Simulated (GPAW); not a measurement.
# BP (F-43m) in GPAW: convergence with basis set

Aim: find how far basis set must go before the results for BP settle, at PBE. This setting moves, with any that are tied to it; all else stays.

Everything below comes from runs of GPAW 26.7.0. Logs are shortened: lines on timing, memory, paths and dates and some standing lists are left out, and cuts for length are marked. The log counts tension as positive stress, the text compression.

## 1. The crystal as given

Symmetry: F-43m, No. 216, cubic system. Conventional cell: a = 4.538 Å, b = 4.538 Å, c = 4.538 Å, α = 90.00°, β = 90.00°, γ = 90.00°. P (site symmetry -43m) has 4 B at 1.97 Å as nearest neighbours. Around B (site symmetry -43m) lie 4 P at 1.97 Å.

## 2. With basis set lcao:sz(dzp)

Input file run.py:

```python
from ase import Atoms
from ase.dft.bandgap import bandgap
from ase.io import write
from gpaw import GPAW

atoms = Atoms(['P', 'B'],
              cell=[[0.0, 2.269, 2.269],
                    [2.269, 0.0, 2.269],
                    [2.269, 2.269, 0.0]],
              scaled_positions=[[0.75, 0.75, 0.75],
                                [0.0, 0.0, 0.0]],
              pbc=True)

calc = GPAW(mode='lcao',
            h=0.16,
            basis='sz(dzp)',
            xc='PBE',
            kpts={'size': (10, 10, 10), 'gamma': True},
            occupations={'name': 'fermi-dirac', 'width': 0.05},
            convergence={'density': 1e-05, 'energy': 1e-05},
            maxiter=100,
            txt='gpaw.txt')
atoms.calc = calc
energy = atoms.get_potential_energy()
forces = atoms.get_forces()
calc.write('gs.gpw')
write('result.traj', atoms)
print(f'Energy: {energy:.6f} eV')
print('Forces (eV/A):')
print(forces.round(4))
print('Fermi level:', round(calc.get_fermi_level(), 4), 'eV')
print(f'Gap: {bandgap(calc)[0]:.4f} eV, direct: {bandgap(calc, direct=True)[0]:.4f} eV')
```

Potentials or basis: GPAW PAW data sets (gpaw-data 1.2.1), lcao:sz(dzp).

Run with:

```console
OMP_NUM_THREADS=1 python run.py
```

Wall time 26 s (1 thread of Arm Neoverse V1, shared host); peak memory 0.14 GiB.

What came out:

| Quantity | Value |
| --- | --- |
| Free energy | -11.2406 eV |
| Band gap on the k mesh | 3.00 eV, indirect (least direct gap 4.18 eV) |

## 3. With basis set lcao:szp(dzp)

Changes to run.py since step 2:

```diff
@@ -15,3 +15,3 @@
             h=0.16,
-            basis='sz(dzp)',
+            basis='szp(dzp)',
             xc='PBE',
```

Potentials or basis: GPAW PAW data sets (gpaw-data 1.2.1), lcao:szp(dzp).

Run with:

```console
OMP_NUM_THREADS=1 python run.py
```

Wall time 96 s (1 thread of Arm Neoverse V1, shared host); peak memory 0.15 GiB.

What came out:

| Property | Result |
| --- | --- |
| Free energy | -12.1069 eV |
| Band gap on the k mesh | 1.86 eV, indirect (least direct gap 3.64 eV) |

## 4. With basis set lcao:dz(dzp)

Changes to run.py since step 3:

```diff
@@ -15,3 +15,3 @@
             h=0.16,
-            basis='szp(dzp)',
+            basis='dz(dzp)',
             xc='PBE',
```

Potentials or basis: GPAW PAW data sets (gpaw-data 1.2.1), lcao:dz(dzp).

Run with:

```console
OMP_NUM_THREADS=1 python run.py
```

It took 38 s on 1 thread of Arm Neoverse V1, shared host; peak memory 0.14 GiB.

What came out:

```yaml
Free_energy: -11.7938 eV
Band_gap_on_the_k_mesh: 2.13 eV, indirect (least direct gap 3.64 eV)
```

## 5. With basis set lcao:dzp

Changes to run.py since step 4:

```diff
@@ -15,3 +15,3 @@
             h=0.16,
-            basis='dz(dzp)',
+            basis='dzp',
             xc='PBE',
```

Potentials or basis: GPAW PAW data sets (gpaw-data 1.2.1), lcao:dzp.

Run with:

```console
OMP_NUM_THREADS=1 python run.py
```

Wall time 2 min (1 thread of Arm Neoverse V1, shared host); peak memory 0.16 GiB.

It converged, with:

- Free energy: -12.6285 eV
- Band gap on the k mesh: 1.37 eV, indirect (least direct gap 3.46 eV)

## 6. With basis set fd

Changes to run.py since step 5:

```diff
@@ -13,5 +13,4 @@
 
-calc = GPAW(mode='lcao',
+calc = GPAW(mode='fd',
             h=0.16,
-            basis='dzp',
             xc='PBE',
@@ -19,2 +18,3 @@
             occupations={'name': 'fermi-dirac', 'width': 0.05},
+            nbands=11,
             convergence={'density': 1e-05, 'energy': 1e-05},
```

Potentials or basis: GPAW PAW data sets (gpaw-data 1.2.1), fd.

Run with:

```console
OMP_NUM_THREADS=1 python run.py
```

Run time: 18 s. Hardware: 1 thread of Arm Neoverse V1, shared host; peak memory 0.18 GiB.

It converged, with:

```
Free energy            : -12.8776 eV
Band gap on the k mesh : 1.24 eV, indirect (least direct gap 3.41 eV)
```

## 7. With basis set pw

Changes to run.py since step 6:

```diff
@@ -3,3 +3,4 @@
 from ase.io import write
-from gpaw import GPAW
+from ase.units import GPa
+from gpaw import GPAW, PW
 
@@ -13,4 +14,3 @@
 
-calc = GPAW(mode='fd',
-            h=0.16,
+calc = GPAW(mode=PW(800),
             xc='PBE',
@@ -25,2 +25,3 @@
 forces = atoms.get_forces()
+stress = atoms.get_stress()
 calc.write('gs.gpw')
@@ -30,2 +31,3 @@
 print(forces.round(4))
+print('Stress (GPa):', (stress / GPa).round(3))
 print('Fermi level:', round(calc.get_fermi_level(), 4), 'eV')
```

Potentials or basis: GPAW PAW data sets (gpaw-data 1.2.1), pw.

Run with:

```console
OMP_NUM_THREADS=1 python run.py
```

gpaw.txt:

```text
__  _  _
 | _ |_)|_||  |
 |__||  | ||/\| - 26.7.0

Input parameters:
  mode=PW(ecut=800.0),
  convergence={'density': 1e-05, 'energy': 1e-05},
  kpts=MonkhorstPack(size=(10, 10, 10), gamma=True),
  maxiter=100,
  nbands=11,
  occupations=Occupations(name='fermi-dirac', width=0.05),
  xc=XC(name='PBE')

Diagonalizing LCAO Hamiltonian
Converting LCAO to pw mode

                  P

       B

Atoms  # Å, Bohr magnetons
|   | symbol |        x |        y |        z |    initial magnetic moments |
|---|--------|----------|----------|----------|-----------------------------|
| 0 |      P | 3.403500 | 3.403500 | 3.403500 | ( 0.0000,  0.0000,  0.0000) |
| 1 |      B | 0.000000 | 0.000000 | 0.000000 | ( 0.0000,  0.0000,  0.0000) |

Unit cell  # Å
| periodic |        x |        y |        z |  lengths |    angles |
|----------|----------|----------|----------|----------|-----------|
|      yes | 0.000000 | 2.269000 | 2.269000 | 3.208851 | 60.000000 |
|      yes | 2.269000 | 0.000000 | 2.269000 | 3.208851 | 60.000000 |
|      yes | 2.269000 | 2.269000 | 0.000000 | 3.208851 | 60.000000 |

Number of symmetries: 24
Symmetry operations  # r_c * U_cc + t_c -> r_c
|    | kind |            matrix            |
|----|------|------------------------------|
|  0 |  E   |  1, 0, 0,  0, 1, 0,  0, 0, 1 |
|  1 |  σ   |  1, 0, 0,  0, 0, 1,  0, 1, 0 |
|  2 |  σ   |  1, 0,-1,  0, 1,-1,  0, 0,-1 |
|  3 |  C3  |  1, 0,-1,  0, 0,-1,  0, 1,-1 |
|  4 |  C3  |  1,-1, 0,  0,-1, 1,  0,-1, 0 |
|  5 |  σ   |  1,-1, 0,  0,-1, 0,  0,-1, 1 |
|  6 |  σ   |  0, 1, 0,  1, 0, 0,  0, 0, 1 |
|  7 |  C3  |  0, 1, 0,  0, 0, 1,  1, 0, 0 |
|  8 |  C2  |  0, 1,-1,  1, 0,-1,  0, 0,-1 |
|  9 |  S4  |  0, 1,-1,  0, 0,-1,  1, 0,-1 |
| 10 |  C3  |  0, 0, 1,  1, 0, 0,  0, 1, 0 |
| 11 |  σ   |  0, 0, 1,  0, 1, 0,  1, 0, 0 |
| 12 |  S4  |  0, 0,-1,  1, 0,-1,  0, 1,-1 |
| 13 |  C3  |  0, 0,-1,  0, 1,-1,  1, 0,-1 |
| 14 |  S4  |  0,-1, 1,  1,-1, 0,  0,-1, 0 |
| 15 |  C2  |  0,-1, 1,  0,-1, 0,  1,-1, 0 |
| 16 |  C3  |  0,-1, 0,  1,-1, 0,  0,-1, 1 |
| 17 |  S4  |  0,-1, 0,  0,-1, 1,  1,-1, 0 |
| 18 |  S4  | -1, 1, 0, -1, 0, 1, -1, 0, 0 |
| 19 |  C3  | -1, 1, 0, -1, 0, 0, -1, 0, 1 |
| 20 |  C3  | -1, 0, 1, -1, 1, 0, -1, 0, 0 |
| 21 |  S4  | -1, 0, 1, -1, 0, 0, -1, 1, 0 |
| 22 |  σ   | -1, 0, 0, -1, 1, 0, -1, 0, 1 |
| 23 |  C2  | -1, 0, 0, -1, 0, 1, -1, 1, 0 |

BZ-sampling:
  Number of BZ points: 1000
  Number of IBZ points: 47

  Monkhorst-Pack size: [10, 10, 10]
  Monkhorst-Pack shift: [0.05, 0.05, 0.05]

K-points  # in reciprocal-cell coordinates
|     |                                coordinates |     weight |
|-----|--------------------------------------------|------------|
|   0 | (  0.00000000,   0.00000000,   0.00000000) | 0.00100000 |
|   1 | (  0.10000000,   0.10000000,   0.00000000) | 0.00600000 |
|   2 | (  0.10000000,   0.10000000,   0.10000000) | 0.00800000 |
|   3 | (  0.20000000,   0.10000000,   0.10000000) | 0.01200000 |
|   4 | (  0.20000000,   0.20000000,   0.00000000) | 0.00600000 |
|   5 | (  0.20000000,   0.20000000,   0.10000000) | 0.02400000 |
|   6 | (  0.20000000,   0.20000000,   0.20000000) | 0.00800000 |
|   7 | (  0.30000000,   0.20000000,   0.10000000) | 0.02400000 |
|   8 | (  0.30000000,   0.20000000,   0.20000000) | 0.02400000 |
|   9 | (  0.30000000,   0.30000000,   0.00000000) | 0.00600000 |
| ... |                                            |            |
|  46 | (  0.50000000,   0.50000000,   0.50000000) | 0.00400000 |

Plane wave coefficients: 1243
Cutoff: 800.0 eV

Spin-components: 1 (collinear spins)
Bands:           11
Projectors:      10
Spin-degeneracy: 2
Datatype:        complex128

Parallelization:
  kpt:    1
  domain: 1
  band:   1

Density:
  Valence electrons: 8.0
  Components: 1
  Grid points: [21 21 21]
  Charge: 0.0  # |e|

Potential:
  Grid points: [21 21 21]

species:
  P:
    name:    Phosphorus
    Z:       15.0
    valence: 5
    core:    10
    charge:  0.0  # [|e|]
    compensation charges:
      type: gauss
      rc: 0.30  # [Å]
      lmax: 2
    cutoffs:
      filter: 1.69  # [Å]
      core: 1.81  # [Å]
    projectors
    | kind |    occ | energy [eV] | rcut [Å] |
    |------|--------|-------------|----------|
    |   3s |  2.000 |     -13.968 |    0.953 |
    |   3p |  3.000 |      -5.506 |    0.953 |
    |    s |        |      13.244 |    0.953 |
    |    p |        |      21.705 |    0.953 |
    |    d |        |       0.000 |    0.953 |

    Using partial waves for P as LCAO basis

  B:
    name:    Boron
    Z:       5.0
    valence: 3
    core:    2
    charge:  0.0  # [|e|]
    compensation charges:
      type: gauss
      rc: 0.20  # [Å]
      lmax: 2
    cutoffs:
      filter: 1.14  # [Å]
      core: 1.38  # [Å]
    projectors
    | kind |    occ | energy [eV] | rcut [Å] |
    |------|--------|-------------|----------|
    |   2s |  2.000 |      -9.443 |    0.635 |
    |   2p |  1.000 |      -3.606 |    0.635 |
    |    s |        |      17.768 |    0.635 |
    |    p |        |      23.605 |    0.635 |
    |    d |        |       0.000 |    0.635 |

    Using partial waves for B as LCAO basis

Reference energy: -9972.403226  # eV

eigensolver:
  PPCG
  Converge bands: occupied
  niter=2

density mixing:
  MSR1-Mixer
  Pratt-step length: 0.05
  Maximum mixing coefficient: 0.75
  Old densities: 10
  SVD Regularization: 0.005
  Good broyden scale: 1.0
  Trust region scale: 1.0
  Backstep threshold: 4.0
  History deletion threshold: 6.0
  Fourier metric: weight=20.0, sigma=0.015

occupation numbers:
  Fermi-Dirac:
    width: 0.0500  # eV

poisson solver:
  ecut: 6400.0  # eV

xc functional:
  name: PBE with 2 nearest neighbor stencil

convergence criteria:
- Maximum integral of absolute [dens]ity change: 1e-05 electrons / valence electron
- Maximum [total energy] change in last 3 cyles: 1e-05 eV / valence electron
- Maximum integral of absolute [eigenst]ate change: 4e-08 eV^2 / valence electron
maximum number of iterations: 100

SCF iterations
|iter     | |      energy | eigst |  dens |
|---------|-|-------------|-------|-------|
|iter:   1| |  -13.509247 | +0.12 |       |
|iter:   2| |  -13.397068 | -2.13 | -0.71 |
|iter:   3| |  -12.900160 | -1.48 | -0.74 |
|iter:   4| |  -12.894340 | -3.00 | -1.44 |
|iter:   5| |  -12.894424 | -4.06 | -1.95 |
|iter:   6| |  -12.894453 | -5.46 | -2.62 |
|iter:   7| |  -12.894454c| -7.18 | -3.73 |
|iter:   8| |  -12.894454c| -8.52c| -4.32 |
|iter:   9| |  -12.894454c| -9.50c| -5.65c|

Converged in 9 steps
Energy contributions relative to reference atoms: (reference = -9972.403226)

Energy contributions:
  Kinetic:          13.495294
  Coulomb:         -11.767841
  Zero:             -0.023694
  External:          0.000000
  Xc:              -14.598212
  Entropy:          -0.000000
  Spinorbit:         0.000000
  ----------------------------
  Free energy:     -12.894454
  Extrapolated:    -12.894454

dipole moment: (-3.355125, -3.355125, -3.355125)  # |e|*Ang

Fermi level: 8.814
Eigenvalues  # (at kpt = [0.000, 0.000, 0.000])
| band index |      eig [eV] | occ [0-2] |
|------------|---------------|-----------|
|          0 |        -7.251 |     2.000 |
|          1 |         8.210 |     2.000 |
|          2 |         8.210 |     2.000 |
|          3 |         8.210 |     2.000 |
|          4 |        11.616 |     0.000 |
|          5 |        11.616 |     0.000 |
|          6 |        11.616 |     0.000 |
|          7 |        15.599 |     0.000 |
|          8 |        19.765 |     0.000 |
|          9 |        20.237 |     0.000 |
|         10 |        20.237 |     0.000 |

Gap: 1.244 eV
Transition (v -> c):
  (s=0, k=0, n=3, [0.00, 0.00, 0.00]) -> (s=0, k=24, n=4, [0.40, 0.40, 0.00])
Direct/indirect transitions are different
Direct gap: 3.405 eV
Transition at: (s=0, k=0, n=3, [0.00, 0.00, 0.00])

Forces  # eV/Ang
|        x |        y |        z |
|----------|----------|----------|
| -0.00000 | -0.00000 | -0.00000 |  # P    0
| -0.00000 | -0.00000 |  0.00000 |  # B    1

Stress tensor  # eV/Ang^3
|         x |         y |         z |
|-----------|-----------|-----------|
| -0.008593 |  0.000000 | -0.000000 |
|  0.000000 | -0.008593 |  0.000000 |
| -0.000000 |  0.000000 | -0.008593 |

# Writing to gs.gpw (mode='')
```

It took 14 s on 1 thread of Arm Neoverse V1, shared host; peak memory 0.15 GiB.

What came out:

```
Free energy            : -12.8945 eV
Pressure               : 1.4 GPa
Band gap on the k mesh : 1.24 eV, indirect (least direct gap 3.41 eV)
```

## 8. Result

| basis set | energy less the tightest run, at zero smearing (meV/atom) | gap on the mesh (eV) | SCF cycles | CPU time (s) | peak memory (GiB) |
| --- | --- | --- | --- | --- | --- |
| lcao:sz(dzp) | 826.94 | 2.996 | 8 | 26 | 0.14 |
| lcao:szp(dzp) | 393.76 | 1.856 | 8 | 96 | 0.15 |
| lcao:dz(dzp) | 550.35 | 2.131 | 9 | 38 | 0.14 |
| lcao:dzp | 132.99 | 1.373 | 9 | 120 | 0.16 |
| fd | 8.45 | 1.243 | 10 | 18 | 0.18 |
| pw | 0.00 | 1.244 | 9 | 14 | 0.15 |

Against the tightest run, the gap on the mesh stays within 0.01 eV from fd on. Not settled before the last step: the energy (to 1 meV/atom). The tightest run that finished is the yardstick and may itself not be fully converged.
